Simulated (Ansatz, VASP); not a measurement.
## Sn in VASP and in Ansatz

File INCAR:

```
PREC = Accurate ; ENCUT = 600
EDIFF = 1E-6 ; ISMEAR = -1
SIGMA = 0.05 ; LREAL = False
LASPH = True ; NELM = 80
ALGO = Normal ; ISIF = 3
LWAVE = False ; LCHARG = False
GGA = RE ; IBRION = 2
NSW = 60 ; EDIFFG = -0.01
```

File KPOINTS:

```
regular mesh
0
Gamma
  7 7 7
```

The input POSCAR:

```
Sn
1.0
    0.0000000000      3.2333428000      3.2333428000
    3.2333428000      0.0000000000      3.2333428000
    3.2333428000      3.2333428000      0.0000000000
Sn
2
Direct
    0.7500000000      0.7500000000      0.7500000000
    0.5000000000      0.5000000000      0.5000000000
```

File input.yaml:

```yaml
crystal:
  lattice:
    - [0.0, 3.2333428, 3.2333428]
    - [3.2333428, 0.0, 3.2333428]
    - [3.2333428, 3.2333428, 0.0]
  atoms:
    - { symbol: Sn, position: [0.75, 0.75, 0.75] }
    - { symbol: Sn, position: [0.5, 0.5, 0.5] }
hamiltonian:
  xc: revpbe
  pseudopotentials: { kind: paw }
kpoints:
  mp_grid: { grid: [7, 7, 7] }
scf:
  occupations: { method: fermi_dirac, width: 0.05 }
output:
  forces: true
  stress: true
  write_density: true
  write_potential: true
  elf: true
  volumetric_format: npy
relax:
  f_tol: 0.01
  max_steps: 40
  cell: { stress_tol: 0.05 }
```

This isn't the form of Sn at room conditions, which is tetragonal (white tin).

Alike in both runs: task relaxation of cell and atoms; functional revPBE; k mesh 7 × 7 × 7; occupations fermi-dirac, width 0.05 eV; no spin polarisation.

|  | VASP | Ansatz |
| --- | --- | --- |
| version | VASP 6.6.1 | Ansatz 0.2.0 |
| potentials or method | VASP PAW PBE potentials, release 64 (Sn_d) | Ansatz PAW |
| plane-wave cutoff (eV) | 600 | 420 |
| valence electrons in the cell | 28 | 28 |

VASP gave:

| Quantity | Value |
| --- | --- |
| gap on the k mesh at the Fermi level, each at its own relaxed structure (eV) | none |
| relaxed volume (Å³/atom) | 37.75 |
| relaxed cell length with the largest relative difference (Å) | 4.744 |
| energy change over the relaxation (meV/atom) | -53 |

Problem. Estimate Ansatz's values.

Solution. gap on the k mesh at the Fermi level, each at its own relaxed structure (eV): none; relaxed volume (Å³/atom): 37.81; relaxed cell length with the largest relative difference (Å): 4.746; energy change over the relaxation (meV/atom): -54.

A gap of «none» marks a metal or a gap that the smearing closes.

Caveats: the volume moved by +12 % from the deposited cell, more than functionals usually miss; the PAW data sets were made with another functional, which shifts forces and pressure a little (VASP); the plane-wave basis is chosen anew once the cell has moved, so the energies of steps on either side of that aren't comparable (Ansatz); the PAW data sets come from PBE, with cores solved anew for the run's functional, which leaves a small shift of forces and pressure (Ansatz). revPBE gives volumes clearly too large for solids. Zero-point motion and thermal expansion aren't in these numbers.
